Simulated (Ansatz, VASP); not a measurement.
**HfO2: VASP beside Ansatz**

```xyz
6
Lattice="4.8383 0.0000 0.0000 0.0000 4.8383 0.0000 0.0000 0.0000 3.2200" Properties=species:S:1:pos:R:3 pbc="T T T"
Hf    0.0000    0.0000    0.0000
Hf    2.4191    2.4191    1.6100
O     0.9432    3.8951    1.6100
O     1.4759    1.4759    0.0000
O     3.3624    3.3624    0.0000
O     3.8951    0.9432    1.6100
```

Measurements of this composition are mostly on another form, of space group No. 14.

Alike in both runs: task single point; functional PBE; k mesh 6 × 6 × 8; occupations fermi-dirac, width 0.02 eV; no spin polarisation.

```csv
,VASP,Ansatz
version,VASP 6.6.1,Ansatz 0.2.0
potentials or method,"VASP PAW PBE potentials, release 64 (Hf_pv, O)","plane waves, PAW"
plane-wave cutoff (eV),520,420
valence electrons in the cell,44,76
```

|  | VASP | Ansatz | Ansatz less VASP |
| --- | --- | --- | --- |
| gap on the k mesh at the Fermi level (eV) | 3.92 | 3.98 | +0.059 |
| pressure (GPa) | 2.1 | 5.0 | +2.87 |
| largest component of the traceless stress (GPa) | 0.22 | 0.27 | +0.052 |
| rms of the force components (eV/Å) | 0.007 | 0.017 | +0.0097 |

Atom by atom the forces differ by 0.023 eV/Å (rms over components). With one functional, cell and mesh, what is left measures potentials, basis and numerics. The two sets of potentials don't hold the same shells in valence.

Caveats: spin-orbit coupling is left out, which moves the levels of the heavy elements. A hybrid or GW would open this gap; PBE tends to underestimate it. A k mesh can miss the band edges.
